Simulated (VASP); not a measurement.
# Gap, carriers and strain in Hg2Ge (Fm-3m)

Wanted: where the band edges of Hg2Ge lie, how heavy the carriers are and how strain moves the gap. The cell is generated by rule, not measured, and may not be a known phase.

Program: VASP 6.6.1. Level of theory: LDA; plane waves and PAW (Ge_d, Hg), in the first sound run; inputs show where later runs differ. Results are calculated unless marked as measured.

The structure was built from a prototype and need not be the compound's stable phase.

**1. The structure**

Symmetry: Fm-3m, No. 225, cubic system. Conventional cell: a = 6.066 Å, b = 6.066 Å, c = 6.066 Å, α = 90.00°, β = 90.00°, γ = 90.00°. Nearest to Ge lie 8 Hg at 2.63 Å. Nearest to Hg lie 4 Ge at 2.63 Å. Farther neighbours are not listed.

Structure file:

```
Ge Hg
1.0
     0.00000    3.03282    3.03282
     3.03282    0.00000    3.03282
     3.03282    3.03282    0.00000
Ge Hg
1 2
Direct
  0.00000 0.00000 0.00000
  0.25000 0.25000 0.25000
  0.75000 0.75000 0.75000
```

**2. Relaxation of the atoms**

The cell is kept as given; the atoms are relaxed first, so that no residual force shifts the band edges.

File INCAR:

```
SYSTEM = Hg2Ge
PREC = Accurate
ENCUT = 410
EDIFF = 1E-06
NELM = 100
ISMEAR = 0
SIGMA = 0.02
LREAL = .FALSE.
ALGO = Normal
GGA = CA
NBANDS = 25
LORBIT = 11
LWAVE = .FALSE.
LCHARG = .FALSE.
KPAR = 4
IBRION = 2
NSW = 40
ISIF = 2
EDIFFG = -0.005
```

File POSCAR:

```
Hg2Ge
1.0
    0.0000000000      3.0328200000      3.0328200000
    3.0328200000      0.0000000000      3.0328200000
    3.0328200000      3.0328200000      0.0000000000
Ge Hg
1 2
Direct
    0.0000000000      0.0000000000      0.0000000000
    0.2500000000      0.2500000000      0.2500000000
    0.7500000000      0.7500000000      0.7500000000
```

File KPOINTS:

```
Automatic mesh
0
Gamma
8 8 8
0 0 0
```

The projector-augmented-wave data sets are Ge_d and Hg (LDA family, release 64).

On the command line:

```bash
$ mpirun -np 4 vasp_std
```

Log:

```text
[banner, memory and clock lines left out]
running    4 mpi-ranks, on    1 nodes
 distrk:  each k-point on    1 cores,    4 groups
 distr:  one band on    1 cores,    1 groups

 POSCAR found type information on POSCAR GeHg
 POSCAR found :  2 types and       3 ions
 LDA part: xc-table for (Slater(with rela. corr.)+CA(PZ))
 , standard interpolation
 POSCAR, INCAR and KPOINTS ok, starting setup
 FFT: planning ... GRIDC
 FFT: planning ... GRID_SOFT
 FFT: planning ... GRID
 WAVECAR not read
 entering main loop
       N       E                     dE             d eps       ncg     rms          rms(c)
DAV:   1     0.295578292616E+03    0.29558E+03   -0.16970E+04  1765   0.277E+03
DAV:   2     0.204745435464E+02   -0.27510E+03   -0.26623E+03  1450   0.596E+02
DAV:   3    -0.581125953781E+01   -0.26286E+02   -0.26104E+02  1713   0.134E+02
DAV:   4    -0.639872996842E+01   -0.58747E+00   -0.58711E+00  1637   0.190E+01
DAV:   5    -0.640588712517E+01   -0.71572E-02   -0.71567E-02  1684   0.231E+00    0.136E+01
DAV:   6    -0.589892462907E+01    0.50696E+00   -0.10691E+00  1742   0.120E+01    0.938E+00
DAV:   7    -0.585395697519E+01    0.44968E-01   -0.19005E-01  1510   0.308E+00    0.357E+00
DAV:   8    -0.584719539106E+01    0.67616E-02   -0.28841E-02  1710   0.222E+00    0.285E-01
DAV:   9    -0.584685667688E+01    0.33871E-03   -0.18752E-03  1821   0.668E-01    0.107E-01
DAV:  10    -0.584681379716E+01    0.42880E-04   -0.87366E-05  1604   0.864E-02    0.322E-02
DAV:  11    -0.584680997446E+01    0.38227E-05   -0.58895E-05  1805   0.904E-02    0.135E-02
DAV:  12    -0.584680862155E+01    0.13529E-05   -0.71258E-06  1673   0.312E-02    0.314E-03
DAV:  13    -0.584680862009E+01    0.14570E-08   -0.29223E-07   819   0.536E-03
   1 F= -.58468086E+01 E0= -.58467407E+01  d E =-.584681E+01
 curvature:   0.00 expect dE= 0.000E+00 dE for cont linesearch  0.000E+00
 trial: gam= 0.00000 g(F)=  0.807E-49 g(S)=  0.000E+00 ort = 0.000E+00 (trialstep = 0.100E+01)
 search vector abs. value=  0.100E-09
 reached required accuracy - stopping structural energy minimisation
```

Wall time 7 s (4 MPI ranks of Intel Xeon Platinum 8259CL at 2.50GHz (Skylake/Cascade Lake), shared host); peak memory 0.58 GiB.

The logs omit lines about the potential files and the build; timing stands in the text.

From OUTCAR (step 2):

```text
ion  position               nearest neighbor table
   1  0.000  0.000  0.000-   3 2.63   3 2.63   3 2.63   2 2.63   2 2.63   2 2.63   3 2.63   2 2.63

  LATTYP: Found a face centered cubic cell.
 ALAT       =     6.0656400000

 Subroutine GETGRP returns: Found 48 space group operations
 (whereof 48 operations were pure point group operations)

The static configuration has the point symmetry O_h .

 Found     29 irreducible k-points:

   k-points           NKPTS =     29   k-points in BZ     NKDIM =     29   number of bands    NBANDS=     25

   dimension x,y,z NGX =    28 NGY =   28 NGZ =   28
   dimension x,y,z NGXF=    56 NGYF=   56 NGZF=   56

   ENCUT  =  410.0 eV  30.13 Ry    5.49 a.u.   7.08  7.08  7.08*2*pi/ulx,y,z

   NELECT =      38.0000    total number of electrons

 k-points in reciprocal lattice and weights: Automatic mesh
   0.00000000  0.00000000  0.00000000       0.002
   0.12500000  0.00000000  0.00000000       0.016
   0.25000000  0.00000000  0.00000000       0.016
   0.37500000  0.00000000  0.00000000       0.016
   0.50000000  0.00000000  0.00000000       0.008
   0.12500000  0.12500000  0.00000000       0.012
   0.25000000  0.12500000  0.00000000       0.047
   0.37500000  0.12500000  0.00000000       0.047
   0.50000000  0.12500000  0.00000000       0.047
[...]
-0.37500000  0.50000000  0.12500000       0.023
  -0.25000000  0.50000000  0.25000000       0.012

 average (electrostatic) potential at core
       1 -74.8573       2 -39.0414       3 -39.0414

 E-fermi :   5.8909

 k-point     1 :       0.0000    0.0000    0.0000
  band No.  band energies     occupation
    ...
     13      -1.5539      2.00000
     14      -1.5539      2.00000
     15      -0.7969      2.00000
     16      -0.7969      2.00000
     17       5.2056      2.00000
     18       7.5767      0.00000
     19       7.5767      0.00000
     20       7.5767      0.00000
     21       7.7502      0.00000
     22       7.7502      0.00000
    ...

 k-point     2 :       0.1250    0.0000    0.0000
  band No.  band energies     occupation
    ...
     14      -1.6132      2.00000
     15      -0.9493      2.00000
     16      -0.9493      2.00000
     17       4.4041      2.00000
     18       5.6101      2.00000
     19       6.8795      0.00000
     20       6.8795      0.00000
     21       8.3223      0.00000
     22       8.5933      0.00000
     23       8.5933      0.00000
    ...

 k-point     3 :       0.2500    0.0000    0.0000
  band No.  band energies     occupation
    ...
     14      -1.7885      2.00000
     15      -1.3476      2.00000
     16      -1.3476      2.00000
     17       2.0318      2.00000
     18       5.1026      2.00000
     19       6.3519      0.00000
     20       6.3519      0.00000
     21       9.3044      0.00000
     22       9.3044      0.00000
     23       9.7291      0.00000
    ...

  Total        8.2263225      8.2263225      8.2263225      0.0000000      0.0000000     -0.0000000
  in kB      236.2361817    236.2361817    236.2361817      0.0000000      0.0000000     -0.0000000
  external PRESSURE =     236.2361817 kB  Pullay stress =       0.0000000 kB

  energy-cutoff  :      410.00
  volume of cell :       55.79
      direct lattice vectors                 reciprocal lattice vectors
     0.000000000  3.032820000  3.032820000    -0.164863065  0.164863065  0.164863065
     3.032820000  0.000000000  3.032820000     0.164863065 -0.164863065  0.164863065
     3.032820000  3.032820000  0.000000000     0.164863065  0.164863065 -0.164863065

 POSITION                                       TOTAL-FORCE (eV/Angst)
 -----------------------------------------------------------------------------------
      0.00000      0.00000      0.00000        -0.000000      0.000000     -0.000000
      1.51641      1.51641      1.51641         0.000000      0.000000     -0.000000
      4.54923      4.54923      4.54923        -0.000000     -0.000000      0.000000
 -----------------------------------------------------------------------------------
    total drift:                                0.000000     -0.000000      0.000000

  FREE ENERGIE OF THE ION-ELECTRON SYSTEM (eV)
  ---------------------------------------------------
  free  energy   TOTEN  =        -5.8468086201 eV

  energy  without entropy=       -5.8466728377  energy(sigma->0) =       -5.84674073

 reached required accuracy - stopping structural energy minimisation

 total charge
# of ion       s       p       d       tot
------------------------------------------
    1        1.209   1.204  10.079  12.492
    2        0.881   0.523   9.325  10.729
    3        0.881   0.523   9.325  10.729
--------------------------------------------------
tot          2.971   2.251  28.728  33.950

[... 3 further parts left out ...]
```

The run keeps the 48 symmetry operations of its start, so it cannot find a distortion of lower symmetry.

The forces vanish from the start, and no atom moves.

This step gave:

```
SCF cycles              : 13
electrons               : 38
bands                   : 25
irreducible k-points    : 29
symmetry operations     : 48
free energy (TOTEN)     : -5.847 eV
energy at zero smearing : -5.847 eV
Fermi energy            : 5.891 eV
pressure                : 23.62 GPa
metallic                : yes
```

**3. Bands on a dense mesh**

A dense even mesh and a path are solved together, since either alone can miss a band edge.

INCAR, as its differences from that of step 2:

```diff
@@ -10,3 +10,3 @@
 GGA = CA
-NBANDS = 25
+NBANDS = 32
 LORBIT = 11
@@ -15,5 +15,2 @@
 KPAR = 4
-IBRION = 2
-NSW = 40
 ISIF = 2
-EDIFFG = -0.005
```

POSCAR is that of step 2.

File KPOINTS:

```
Automatic mesh
0
Gamma
12 12 12
0 0 0
```

File KPOINTS_OPT:

```
Line mode
24
Line-mode
Reciprocal
  0.00000000   0.00000000   0.00000000 GAMMA
  0.50000000   0.00000000   0.50000000 X

  0.50000000   0.00000000   0.50000000 X
  0.50000000   0.25000000   0.75000000 W

  0.50000000   0.25000000   0.75000000 W
  0.37500000   0.37500000   0.75000000 K

  0.37500000   0.37500000   0.75000000 K
  0.00000000   0.00000000   0.00000000 GAMMA

  0.00000000   0.00000000   0.00000000 GAMMA
  0.50000000   0.50000000   0.50000000 L

  0.50000000   0.50000000   0.50000000 L
  0.62500000   0.25000000   0.62500000 U

  0.62500000   0.25000000   0.62500000 U
  0.50000000   0.25000000   0.75000000 W

  0.50000000   0.25000000   0.75000000 W
  0.50000000   0.50000000   0.50000000 L

  0.50000000   0.50000000   0.50000000 L
  0.37500000   0.37500000   0.75000000 K

  0.62500000   0.25000000   0.62500000 U
  0.50000000   0.00000000   0.50000000 X
```

On the command line:

```bash
$ mpirun -np 4 vasp_std
```

Log:

```text
[... set-up lines as in an earlier step ...]
 entering main loop
       N       E                     dE             d eps       ncg     rms          rms(c)
DAV:   1     0.308114460069E+03    0.30811E+03   -0.15874E+04  5960   0.219E+03
DAV:   2     0.250894795811E+02   -0.28302E+03   -0.26770E+03  4712   0.548E+02
DAV:   3    -0.561728546849E+01   -0.30707E+02   -0.30462E+02  5424   0.113E+02
DAV:   4    -0.640684559799E+01   -0.78956E+00   -0.78940E+00  5040   0.182E+01
DAV:   5    -0.641551716409E+01   -0.86716E-02   -0.86715E-02  5472   0.205E+00    0.136E+01
DAV:   6    -0.590796701822E+01    0.50755E+00   -0.71937E-01  5752   0.933E+00    0.951E+00
DAV:   7    -0.585858278473E+01    0.49384E-01   -0.14302E-01  5152   0.243E+00    0.356E+00
DAV:   8    -0.585218731309E+01    0.63955E-02   -0.24651E-02  5456   0.166E+00    0.251E-01
DAV:   9    -0.585193470404E+01    0.25261E-03   -0.94772E-04  5880   0.398E-01    0.875E-02
DAV:  10    -0.585189960375E+01    0.35100E-04   -0.73535E-05  5056   0.606E-02    0.283E-02
DAV:  11    -0.585189777703E+01    0.18267E-05   -0.31142E-05  5824   0.609E-02    0.180E-02
DAV:  12    -0.585189651978E+01    0.12573E-05   -0.43187E-06  5272   0.250E-02    0.216E-03
DAV:  13    -0.585189652840E+01   -0.86175E-08   -0.18973E-07  2688   0.274E-03
   1 F= -.58518965E+01 E0= -.58518163E+01  d E =-.160370E-03
 Start KPOINTS_OPT (optional k-point list driver)
k-point batch [1-72\240]
       N       E                     dE             ncg
DAV:   1     0.516873441832E+04   -0.63754E+05     5944
DAV:   2    -0.151109407915E+05   -0.20280E+05     4728
DAV:   3    -0.173265941220E+05   -0.22157E+04     5424
DAV:   4    -0.173833630360E+05   -0.56769E+02     5000
DAV:   5    -0.173839977351E+05   -0.63470E+00     5376
DAV:   6    -0.173840094758E+05   -0.11741E-01     5040
DAV:   7    -0.173840097778E+05   -0.30206E-03     5440
DAV:   8    -0.173840097865E+05   -0.87186E-05     4088
DAV:   9    -0.173840097869E+05   -0.35337E-06     3328
[...]
k-point batch [217-240\240]
       N       E                     dE             ncg
DAV:   1     0.527517176781E+05   -0.25687E+05     1936
DAV:   2     0.459189614155E+05   -0.68328E+04     1544
DAV:   3     0.451621858612E+05   -0.75678E+03     1808
DAV:   4     0.451418075098E+05   -0.20378E+02     1712
DAV:   5     0.451415765940E+05   -0.23092E+00     1816
DAV:   6     0.451415722638E+05   -0.43302E-02     1728
DAV:   7     0.451415721497E+05   -0.11409E-03     1816
DAV:   8     0.451415721463E+05   -0.34562E-05     1464
DAV:   9     0.451415721461E+05   -0.14150E-06     1232
```

Elapsed: 49 s, on 4 MPI ranks; peak memory 0.94 GiB; 3.2 min of CPU time.

Parts of OUTCAR (step 3):

```text
The static configuration has the point symmetry O_h .

 Found     72 irreducible k-points:

   k-points           NKPTS =     72   k-points in BZ     NKDIM =     72   number of bands    NBANDS=     32

   NELECT =      38.0000    total number of electrons

 E-fermi :   5.8842

 k-point     1 :       0.0000    0.0000    0.0000
  band No.  band energies     occupation
    ...
     13      -1.5595      2.00000
     14      -1.5595      2.00000
     15      -0.8034      2.00000
     16      -0.8034      2.00000
     17       5.2138      2.00000
     18       7.5856      0.00000
     19       7.5856      0.00000
     20       7.5856      0.00000
     21       7.7493      0.00000
     22       7.7493      0.00000
    ...

 k-point     2 :       0.0833    0.0000    0.0000
  band No.  band energies     occupation
    ...
     13      -1.5859      2.00000
     14      -1.5859      2.00000
     15      -0.8725      2.00000
     16      -0.8725      2.00000
     17       4.9299      2.00000
     18       6.1076      0.00000
     19       7.1160      0.00000
     20       7.1160      0.00000
     21       8.0294      0.00000
     22       8.2894      0.00000
    ...

  Total        8.1518838      8.1518838      8.1518838     -0.0000000     -0.0000000      0.0000000
  in kB      234.0985172    234.0985172    234.0985172     -0.0000000     -0.0000000      0.0000000
  external PRESSURE =     234.0985172 kB  Pullay stress =       0.0000000 kB

 POSITION                                       TOTAL-FORCE (eV/Angst)
 -----------------------------------------------------------------------------------
      0.00000      0.00000      0.00000        -0.000000     -0.000000     -0.000000
      1.51641      1.51641      1.51641         0.000000     -0.000000      0.000000
      4.54923      4.54923      4.54923        -0.000000      0.000000     -0.000000
 -----------------------------------------------------------------------------------
    total drift:                                0.000000     -0.000000      0.000000

  FREE ENERGIE OF THE ION-ELECTRON SYSTEM (eV)
  ---------------------------------------------------
  free  energy   TOTEN  =        -5.8518965284 eV

  energy  without entropy=       -5.8517361586  energy(sigma->0) =       -5.85181634

 total charge
# of ion       s       p       d       tot
------------------------------------------
    1        1.207   1.212  10.077  12.496
    2        0.874   0.526   9.326  10.726
    3        0.874   0.526   9.326  10.726
--------------------------------------------------
tot          2.954   2.265  28.730  33.949

[... 6 parts as in an earlier step ...]

[... 6 further parts left out ...]
```

Numbers from this step:

```yaml
bands: 32
irreducible_k_points: 72
free_energy_toten: -5.852 eV
energy_at_zero_smearing: -5.852 eV
fermi_energy: 5.884 eV
pressure: 23.41 GPa
```

Electronic bands along the path, in eV, zero at the Fermi level; # counts the bands kept, so #1 is VASP's band 7:

| point | #10 | #11 | #12 | #13 | #14 | #15 | #16 | #17 |
| --- | --- | --- | --- | --- | --- | --- | --- | --- |
| Γ | -6.69 | -0.67 | 1.70 | 1.70 | 1.70 | 1.86 | 1.86 | 1.86 |
| 0.52 of the way | -6.71 | -2.81 | -1.70 | -1.70 | -1.13 | 2.15 | 5.58 | 5.58 |
| X | -6.73 | -5.37 | -3.40 | -3.40 | -1.67 | 1.59 | 7.90 | 9.65 |
| 0.52 of the way | -6.81 | -5.30 | -4.48 | -3.94 | 0.38 | 2.55 | 6.05 | 7.10 |
| W | -6.33 | -5.07 | -5.07 | -4.46 | 3.21 | 3.21 | 4.18 | 5.00 |
| 0.48 of the way | -6.48 | -5.48 | -5.18 | -3.48 | 1.36 | 3.96 | 4.69 | 5.90 |
| K | -6.61 | -5.82 | -5.22 | -2.35 | -0.04 | 3.86 | 5.71 | 7.28 |
| 0.48 of the way | -7.32 | -3.62 | -3.41 | 0.34 | 0.86 | 2.94 | 4.15 | 4.35 |
| Γ | -6.69 | -0.67 | 1.70 | 1.70 | 1.70 | 1.86 | 1.86 | 1.86 |
| 0.48 of the way | -7.20 | -3.64 | -0.75 | 0.51 | 0.51 | 3.38 | 3.38 | 3.70 |
| L | -7.78 | -7.30 | -1.06 | 0.08 | 0.08 | 3.61 | 3.61 | 4.57 |
| 0.48 of the way | -7.22 | -6.96 | -3.01 | -0.98 | 0.64 | 3.29 | 5.10 | 6.38 |
| U | -6.61 | -5.82 | -5.22 | -2.35 | -0.04 | 3.86 | 5.71 | 7.28 |
| 0.48 of the way | -6.50 | -5.53 | -5.19 | -3.35 | 1.19 | 3.94 | 4.82 | 6.02 |
| W | -6.33 | -5.07 | -5.07 | -4.46 | 3.21 | 3.21 | 4.18 | 5.00 |
| 0.48 of the way | -6.91 | -6.76 | -3.50 | -1.98 | 1.64 | 2.75 | 6.02 | 6.17 |
| L | -7.78 | -7.30 | -1.06 | 0.08 | 0.08 | 3.61 | 3.61 | 4.57 |
| 0.52 of the way | -7.17 | -6.88 | -3.24 | -1.12 | 0.58 | 3.46 | 5.31 | 6.19 |
| K | -6.61 | -5.82 | -5.22 | -2.35 | -0.04 | 3.86 | 5.71 | 7.28 |
| jump to U | -6.61 | -5.82 | -5.22 | -2.35 | -0.04 | 3.86 | 5.71 | 7.28 |
| 0.52 of the way | -6.93 | -5.34 | -4.46 | -3.12 | -0.82 | 2.08 | 7.10 | 8.56 |
| X | -6.73 | -5.37 | -3.40 | -3.40 | -1.67 | 1.59 | 7.90 | 9.65 |

Of the projections kept (Ge, Hg), the largest for each band there; the rest of the weight can lie on other orbitals:

| point | #10 | #11 | #12 | #13 | #14 | #15 | #16 | #17 |
| --- | --- | --- | --- | --- | --- | --- | --- | --- |
| Γ | Hg 1.00 | Ge 0.69 | Ge 0.62 | Ge 0.62 | Ge 0.62 | Hg 0.84 | Hg 0.84 | Hg 0.84 |
| X | Hg 1.00 | Hg 0.92 | Hg 0.57 | Hg 0.57 | Hg 0.94 | Hg 0.63 | Ge 0.73 | Ge 1.00 |
| W | Hg 0.78 | Hg 0.89 | Hg 0.89 | Hg 0.57 | Hg 0.67 | Hg 0.67 | Hg 0.62 | Ge 0.56 |
| K | Hg 0.83 | Hg 0.71 | Hg 0.91 | Hg 0.59 | Hg 0.80 | Hg 0.61 | Ge 0.52 | Ge 0.50 |
| Γ | Hg 1.00 | Ge 0.69 | Ge 0.62 | Ge 0.62 | Ge 0.62 | Hg 0.84 | Hg 0.84 | Hg 0.84 |
| L | Hg 0.88 | Hg 0.95 | Hg 0.62 | Hg 0.51 | Hg 0.51 | Hg 0.84 | Hg 0.84 | Hg 0.99 |

At 23.4 GPa the cell is away from the equilibrium volume of this level: left free, it would expand.

(Part 1 of 3 ends here.)

[Lines on the potential files, build, host, timing and source positions are cut from VASP's logs without a mark.]

[Logs are printed without paths, hosts, clocks, repeated set-up lines and the standing remarks that a program may print on its own settings, such as how far it seeks lower states.]

[Hosts, paths, dates, database ids (printed as entryN), source tags and the programs' standing remarks are cut or masked in the printed files.]

[In band tables of VASP the shares of atoms and orbitals are scaled to a sum of 1 inside the atoms' spheres.]

[Gaps and slopes under strain along one axis are those of the sampled path and mesh points; where strain splits equal valleys, another of them can be the edge.]
